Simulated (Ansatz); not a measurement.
Ansatz input file:

```yaml
crystal:
  lattice:
    - [-1.706246031, 1.706246031, 2.6675200129]
    - [1.706246031, -1.706246031, 2.6675200129]
    - [1.706246031, 1.706246031, -2.6675200129]
  atoms:
    - { symbol: Sc, position: [0.0, 0.0, 0.0] }
basis:
  ecutwfc: 420
kpoints:
  mp_grid: { grid: [18, 18, 18] }
hamiltonian:
  xc: pbe
scf:
  occupations: { method: gaussian, width: 0.1 }
output:
  forces: true
  stress: true
  eigenvalues: true
  populations: true
```

It can be run as
```bash
ansatz run input.yaml --threads 1 --pin off --backend cpu --events-out ev --progress --plain --runs-dir out  # memory cap (--max-ram) not shown
```

These are results of Ansatz 0.2.0, DFT PBE, scalar-relativistic, plane waves, PAW, not measurements.

From the run's log, abridged (final results; tables in files aren't shown):

```
SCF 1 converged in 6 iterations: F = -2135.556787 eV  dr2 = 2.57e-9
SCF converged after 6 iterations
Free energy (F): -2135.556787 eV
Harris-Foulkes:  -2135.556787 eV  (|F-HF|=1.40e-9)
Internal energy: -2135.543361 eV  (E = F + TS)
E sigma→0 (E₀):  -2135.550074 eV
Entropy (-TS):   -0.013426 eV (-13.426 meV/atom)
Fermi energy:    6.903520 eV
--- Per-component energies (eV) ---
  E_band       = -199.618984
  E_kinetic    = 256.812699
  E_local      = -937.247361  (includes V_loc(G=0)·N_el)
  E_nonlocal   = 82.554749
  E_hartree    = 320.276957
  E_xc         = -102.645049
  E_vxc        = -126.864277  (∫ρ·V_xc dr)
  E_paw        = -955.062572  (= ΣΔE_a)
  E_vpaw       = -115.430210  (= ΣTr[D̂ρ^β])
  E_aug_tail   = 0.000011  (compensation charges beyond the density's cutoff)
  E_ewald      = -800.232796
  E_smearing   = -0.013426  (= −TS)
--- Forces (eV/Å), atoms counted from 1 ---
  atom   1  Sc     0.00000000     0.00000000     0.00000000
--- Stress (GPa, compression-positive) ---
       -7.206543       0.000000       0.000000
        0.000000      -7.206543       0.000000
        0.000000       0.000000      -9.990654
  P = ⅓ Tr σ = -8.1346 GPa (-81.346 kbar)
--- Band table (eV; the first three rows and the last of 480) ---
  k-point 0: bands = ["-43.1713", "-21.6658", "-21.6658", "-21.6592", "2.2242", "7.8218", "8.3445", "8.3445", "8.8223", "9.3920"]
  k-point 1: bands = ["-43.1703", "-21.6714", "-21.6688", "-21.6607", "2.3154", "7.8628", "8.2748", "8.3648", "8.8368", "9.3452"]
  k-point 2: bands = ["-43.1676", "-21.6871", "-21.6774", "-21.6649", "2.5852", "7.9856", "8.0814", "8.4278", "8.8578", "9.2299"]
  k-point 479: bands = ["-43.1502", "-21.8078", "-21.7099", "-21.7099", "5.6246", "6.5998", "7.5064", "9.8027", "9.9160", "9.9160"]
--- Löwdin populations: 1 site ---
  site symbol q [e]
     0     Sc     10.7914
  spilling = 0.018963 (of n_electrons = 11.000000)
```

The run converged.